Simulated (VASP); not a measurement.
# Sn (I4_1/amd) in VASP: single point with PBE

Aim: the single point of Sn with PBE.

Program: VASP 6.6.1. These are calculated values, not measurements. Logs are shortened: lines on timing, memory, paths and dates and some standing lists are left out, and cuts for length are marked.

## 1. The structure

Symmetry: I4_1/amd, No. 141, tetragonal system. Conventional cell: a = 5.880 Å, b = 5.880 Å, c = 3.199 Å, α = 90.00°, β = 90.00°, γ = 90.00°. Sn (site symmetry -4m2) has 6 Sn at 3.05 to 3.20 Å as nearest neighbours.

## 2. Single point, PBE

The input, INCAR:

```
SYSTEM = Sn
PREC     = Accurate       ! precision mode
ENCUT    = 520            ! plane-wave cutoff, eV
EDIFF    = 1E-7           ! SCF threshold, eV
ISMEAR   = 0              ! smearing method
SIGMA    = 0.15           ! smearing width, eV
LREAL    = .FALSE.        ! projectors in reciprocal space
LASPH    = .TRUE.         ! aspherical terms in the spheres
NELM     = 100            ! most SCF steps
ALGO     = Fast           ! electronic algorithm
ISIF     = 2              ! what is computed and relaxed
LWAVE    = .FALSE.        ! write WAVECAR
LCHARG   = .TRUE.         ! write CHGCAR
GGA      = PE             ! functional
LELF     = .TRUE.         ! ELF
LVHAR    = .TRUE.       
NBANDS   = 21             ! bands
```

The input, KPOINTS:

```
Automatic mesh
0
G
  16 16 16
  0 0 0
```

The input, POSCAR:

```
Sn
1.0
   -2.9401404553      2.9401404553      1.5993019889
    2.9401404553     -2.9401404553      1.5993019889
    2.9401404553      2.9401404553     -1.5993019889
Sn
2
Direct
    0.7500000000      0.2500000000      0.5000000000
    0.0000000000      0.0000000000      0.0000000000
```

Potentials or basis: VASP PAW PBE potentials, release 64 (Sn_d).

The run is started by

```
> cat potpaw_PBE.64/Sn_d/POTCAR > POTCAR
> mpirun -np 1 vasp_std > vasp.out
```

OUTCAR:

```text
SYSTEM = Sn
   PREC = Accurate
   ENCUT = 520
   EDIFF = 1E-7
   ISMEAR = 0
   LREAL = .FALSE.
   LASPH = .TRUE.
   NELM = 100
   ISIF = 2
   GGA = PE

 ion  position               nearest neighbor table
   1  0.750  0.250  0.500-   2 3.05   2 3.05   2 3.05   2 3.05
   2  0.000  0.000  0.000-   1 3.05   1 3.05   1 3.05   1 3.05

  LATTYP: Found a body centered tetragonal cell.
 ALAT       =     5.8802809106
 C/A-ratio  =     0.5439542815

  Lattice vectors:

 A1 = (  -2.9401404553,   2.9401404553,   1.5993019889)
 A2 = (   2.9401404553,  -2.9401404553,   1.5993019889)
 A3 = (   2.9401404553,   2.9401404553,  -1.5993019889)

Analysis of symmetry for initial positions (statically):
=====================================================================
 Subroutine PRICEL returns:
 Original cell was already a primitive cell.

 Routine SETGRP: Setting up the symmetry group for a
 body centered tetragonal supercell.

 Subroutine GETGRP returns: Found 16 space group operations
 (whereof  8 operations were pure point group operations)
 out of a pool of 16 trial point group operations.

The static configuration has the point symmetry D_2d.
 The point group associated with its full space group is D_4h.

Analysis of symmetry for dynamics (positions and initial velocities):
=====================================================================
 Subroutine PRICEL returns:
 Original cell was already a primitive cell.

 Routine SETGRP: Setting up the symmetry group for a
 body centered tetragonal supercell.

 Subroutine GETGRP returns: Found 16 space group operations
 (whereof  8 operations were pure point group operations)
 out of a pool of 16 trial point group operations.

The dynamic configuration has the point symmetry D_2d.
 The point group associated with its full space group is D_4h.

 Subroutine INISYM returns: Found 16 space group operations
 (whereof  8 operations are pure point group operations),
 and found     1 'primitive' translations

----------------------------------------------------------------------------------------

                                     Primitive cell

  volume of cell :      55.3002

  direct lattice vectors                    reciprocal lattice vectors
    -2.940140455  2.940140455  1.599301989     0.000000000  0.170059903  0.312636390
     2.940140455 -2.940140455  1.599301989     0.170059903  0.000000000  0.312636390
     2.940140455  2.940140455 -1.599301989     0.170059903  0.170059903  0.000000000

  length of vectors
     4.454954393  4.454954393  4.454954393     0.355895888  0.355895888  0.240501021

  position of ions in fractional coordinates (direct lattice)
     0.750000000  0.250000000  0.500000000
     0.000000000  0.000000000  0.000000000

  ion indices of the primitive-cell ions
   primitive index   ion index
                 1           1
                 2           2

----------------------------------------------------------------------------------------

 KPOINTS: Automatic mesh

Automatic generation of k-mesh.
 Grid dimensions read from file:
 generate k-points for:   16   16   16

 Generating k-lattice:

  Cartesian coordinates                     Fractional coordinates (reciprocal lattice)
     0.000000000  0.010628744  0.019539774     0.062500000 -0.000000000  0.000000000
     0.010628744  0.000000000  0.019539774    -0.000000000  0.062500000  0.000000000
     0.010628744  0.010628744  0.000000000     0.000000000  0.000000000  0.062500000

  Length of vectors
     0.022243493  0.022243493  0.015031314

  Shift w.r.t. Gamma in fractional coordinates (k-lattice)
     0.000000000  0.000000000  0.000000000

 Subroutine IBZKPT returns following result:
 ===========================================

 Found    349 irreducible k-points:

 Following reciprocal coordinates:
            Coordinates               Weight
  0.000000  0.000000  0.000000      1.000000
  0.062500 -0.000000  0.000000      8.000000
  0.125000 -0.000000  0.000000      8.000000
  0.187500 -0.000000  0.000000      8.000000
  0.250000 -0.000000  0.000000      8.000000
  0.312500 -0.000000  0.000000      8.000000
[... 16 lines left out ...]
 -0.125000  0.062500 -0.000000     16.000000
 -0.062500  0.062500  0.000000      4.000000
 [... further k-points ...]
   k-points           NKPTS =    349   k-points in BZ     NKDIM =    349   number of bands    NBANDS=     21
   number of dos      NEDOS =    301   number of ions     NIONS =      2
   total plane-waves  NPLWV =  46656
   dimension x,y,z NGX =    36 NGY =   36 NGZ =   36
   dimension x,y,z NGXF=    72 NGYF=   72 NGZF=   72
   ions per type =               2
   NGX,Y,Z   is equivalent  to a cutoff of  13.43, 13.43, 13.43 a.u.
   NGXF,Y,Z  is equivalent  to a cutoff of  26.87, 26.87, 26.87 a.u.
 SYSTEM =  Sn
   PREC   = accura    normal or accurate (medium, high low for compatibility)
   ISTART =      0    job   : 0-new  1-cont  2-samecut
   ICHARG =      2    charge: 1-file 2-atom 10-const
   ISPIN  =      1    spin polarized calculation?
   LNONCOLLINEAR =      F non collinear calculations
   LSORBIT =      F    spin-orbit coupling
   LASPH  =      T    aspherical Exc in radial PAW
   ENCUT  =  520.0 eV  38.22 Ry    6.18 a.u.   8.28  8.28  8.28*2*pi/ulx,y,z
   NELM   =    100;   NELMIN=  2; NELMDL= -5     # of ELM steps
   EDIFF  = 0.1E-06   stopping-criterion for ELM
   LREAL  =      F    real-space projection
   EDIFFG = 0.1E-05   stopping-criterion for IOM
   NSW    =      0    number of steps for IOM
   IBRION =     -1    ionic relax: 0-MD 1-quasi-New 2-CG
   NFREE  =      0    steps in history (QN), initial steepest desc. (CG)
   ISIF   =      2    stress and relaxation
   ISYM   =      2    0-nonsym 1-usesym 2-fastsym
   POTIM  = 0.5000    time-step for ionic-motion
   TEBEG  =    0.0;   TEEND  =   0.0 temperature during run
   PSTRESS=    0.0 pullay stress
   NELECT =      28.0000    total number of electrons
   NUPDOWN=      -1.0000    fix difference up-down
   EMIN   =  10.00;   EMAX   =-10.00  energy-range for DOS
   EFERMI =   0.00;   METHOD = LEGACY
   ISMEAR =     0;   SIGMA  =   0.15  broadening in eV -4-tet -1-fermi 0-gaus
   EFERMI_NEDOS =   21; number of points for ismear=-14 and -15
   IALGO  =     68    algorithm
   IMIX   =      4    mixing-type and parameters
     AMIX     =   0.40;   BMIX     =  1.00
     AMIX_MAG =   1.60;   BMIX_MAG =  1.00
  volume/ion in A,a.u.               =      27.65       186.59
  Fermi-wavevector in a.u.,A,eV,Ry     =   1.304824  2.465760 23.164816  1.702566
  Thomas-Fermi vector in A             =   2.435734
   LORBIT       =      0    0 simple, 1 ext, 2 COOP (PROOUT), +10 PAW based schemes
   GGA     = PE    functional components
   LHFCALC =     F    Hartree Fock is set to
   AEXX    =    0.0000 exact exchange contribution
   IVDW    =     0    specifies the selected vdW correction
   LEPSILON=     F    determine dielectric tensor
   LRPA    =     F    only Hartree local field effects (RPA)
 non-spin polarized calculation
 RMM-DIIS sequential band-by-band and
 Gauss-broadening in eV      SIGMA  =   0.15
  energy-cutoff  :      520.00
  volume of cell :       55.30
 maximum number of plane-waves:      1507
 NGX is ok and might be reduce to    36
   NGX = 17   NGY = 17   NGZ = 17

 number of electron      27.9999989 magnetization

 Free energy of the ion-electron system (eV)
  ---------------------------------------------------
  ext. energy  EPLUGINS =         0.00000000
  ---------------------------------------------------
  free energy    TOTEN  =        -7.61219002 eV

  energy without entropy =       -7.60203398  energy(sigma->0) =       -7.60711200

 E-fermi :   7.7598     XC(G=0): -10.2173

 val. band max:        7.7491092654   @ k =   0.1875   0.0625   0.0000
 cond. band min:       7.7609927583   @ k =   0.3750   0.3750   0.1250
 fundamental gap:      0.0118834928
 Fermi energy:         7.7597566460

 k-point     1 :       0.0000    0.0000    0.0000
  band No.  band energies     occupation
      1     -13.8845      2.00000
      2     -13.8078      2.00000
      3     -13.7642      2.00000
      4     -13.7553      2.00000
      5     -13.6135      2.00000
      6     -13.6135      2.00000
[... 13 lines left out ...]
     20      17.4943      0.00000
     21      18.1665      0.00000

 k-point     2 :       0.0625   -0.0000    0.0000
  band No.  band energies     occupation
      1     -13.8822      2.00000
      2     -13.8002      2.00000
      3     -13.7615      2.00000
      4     -13.7464      2.00000
      5     -13.6190      2.00000
      6     -13.6185      2.00000
[... 13 lines left out ...]
     20      17.3860      0.00000
     21      17.6101      0.00000

 k-point     3 :       0.1250   -0.0000    0.0000
  band No.  band energies     occupation
      1     -13.8752      2.00000
      2     -13.7792      2.00000
      3     -13.7539      2.00000
      4     -13.7230      2.00000
      5     -13.6322      2.00000
      6     -13.6266      2.00000
[... 13 lines left out ...]
     20      16.4081      0.00000
     21      16.5261      0.00000

 k-point     4 :       0.1875   -0.0000    0.0000
  band No.  band energies     occupation
      1     -13.8640      2.00000
      2     -13.7505      2.00000
      3     -13.7424      2.00000
      4     -13.6964      2.00000
      5     -13.6490      2.00000
      6     -13.6276      2.00000
[... 13 lines left out ...]
     20      15.5518      0.00000
     21      16.0972      0.00000

 k-point     5 :       0.2500   -0.0000    0.0000
  band No.  band energies     occupation
      1     -13.8505      2.00000
      2     -13.7297      2.00000
      3     -13.7252      2.00000
      4     -13.6867      2.00000
      5     -13.6659      2.00000
      6     -13.6278      2.00000
[... 13 lines left out ...]
     20      14.8975      0.00000
     21      16.3092      0.00000

 k-point     6 :       0.3125   -0.0000    0.0000
  band No.  band energies     occupation
      1     -13.8372      2.00000
      2     -13.7208      2.00000
      3     -13.7124      2.00000
      4     -13.6971      2.00000
      5     -13.6767      2.00000
      6     -13.6399      2.00000
[... 13 lines left out ...]
     20      14.4532      0.00000
     21      16.8697      0.00000

 k-point     7 :       0.3750   -0.0000    0.0000
  band No.  band energies     occupation
      1     -13.8258      2.00000
      2     -13.7223      2.00000
      3     -13.7213      2.00000
      4     -13.7009      2.00000
      5     -13.6748      2.00000
      6     -13.6506      2.00000
[... 13 lines left out ...]
     20      15.0387      0.00000
     21      17.5910      0.00000
[... 291 lines left out ...]
      1     -13.8404      2.00000
      2     -13.7301      2.00000
      3     -13.7216      2.00000
      4     -13.7008      2.00000
      5     -13.6611      2.00000
      6     -13.6322      2.00000
[... 13 lines left out ...]
     20      15.3046      0.00000
     21      16.1638      0.00000

 k-point    21 :      -0.2500    0.0625   -0.0000
  band No.  band energies     occupation
      1     -13.8543      2.00000
      2     -13.7541      2.00000
      3     -13.7344      2.00000
      4     -13.7082      2.00000
      5     -13.6467      2.00000
      6     -13.6232      2.00000
[... 13 lines left out ...]
     20      15.8808      0.00000
     21      16.0542      0.00000

 k-point    22 :      -0.1875    0.0625   -0.0000
  band No.  band energies     occupation
      1     -13.8669      2.00000
      2     -13.7813      2.00000
      3     -13.7470      2.00000
      4     -13.7304      2.00000
      5     -13.6317      2.00000
      6     -13.6205      2.00000
[... 13 lines left out ...]
     20      16.5018      0.00000
     21      16.7444      0.00000

 k-point    23 :      -0.1250    0.0625   -0.0000
  band No.  band energies     occupation
      1     -13.8762      2.00000
      2     -13.8014      2.00000
      3     -13.7566      2.00000
      4     -13.7506      2.00000
      5     -13.6204      2.00000
      6     -13.6148      2.00000
[... 13 lines left out ...]
     20      17.4583      0.00000
     21      17.6976      0.00000

 k-point    24 :      -0.0625    0.0625    0.0000
  band No.  band energies     occupation
      1     -13.8814      2.00000
      2     -13.8084      2.00000
      3     -13.7616      2.00000
      4     -13.7573      2.00000
      5     -13.6149      2.00000
      6     -13.6117      2.00000
[... 13 lines left out ...]
     20      17.7204      0.00000
     21      18.1370      0.00000

 [... further k-points ...]

------------------------ aborting loop because EDIFF is reached ----------------------------------------

  FORCE on cell =-STRESS in cart. coord.  units (eV):
  Direction    XX          YY          ZZ          XY          YZ          ZX
  --------------------------------------------------------------------------------------
  -------------------------------------------------------------------------------------
  Total        0.5261002      0.5261002      0.3236731      0.0000000      0.0000000      0.0000000
  in kB       15.2423678     15.2423678      9.3775753      0.0000000      0.0000000      0.0000000
  external PRESSURE =      13.2874370 kB  Pullay stress =       0.0000000 kB

 VOLUME and BASIS-vectors are now :
 -----------------------------------------------------------------------------
  energy-cutoff  :      520.00
  volume of cell :       55.30
      direct lattice vectors                 reciprocal lattice vectors
    -2.940140455  2.940140455  1.599301989     0.000000000  0.170059903  0.312636390
     2.940140455 -2.940140455  1.599301989     0.170059903  0.000000000  0.312636390
     2.940140455  2.940140455 -1.599301989     0.170059903  0.170059903  0.000000000

 POSITION                                       TOTAL-FORCE (eV/Angst)
 -----------------------------------------------------------------------------------
      0.00000      2.94014      0.79965         0.000000     -0.000000      0.000000
      0.00000      0.00000      0.00000        -0.000000      0.000000     -0.000000
 -----------------------------------------------------------------------------------
    total drift:                               -0.000000      0.000000     -0.000000

  FREE ENERGIE OF THE ION-ELECTRON SYSTEM (eV)
  ---------------------------------------------------
  free  energy   TOTEN  =        -7.6121900246 eV

  energy  without entropy=       -7.6020339848  energy(sigma->0) =       -7.60711200
```

It took 3.4 min on 1 thread of Intel Xeon 6975P-C (Granite Rapids), shared host; peak memory 0.44 GiB.

What came out:

```
Free energy            : -7.6122 eV
Pressure               : 1.3 GPa
Band gap on the k mesh : none (metal or under the smearing width)
```

Stress tensor (GPa, compression positive):
```
1.52 0.00 0.00
0.00 1.52 0.00
0.00 0.00 0.94
```
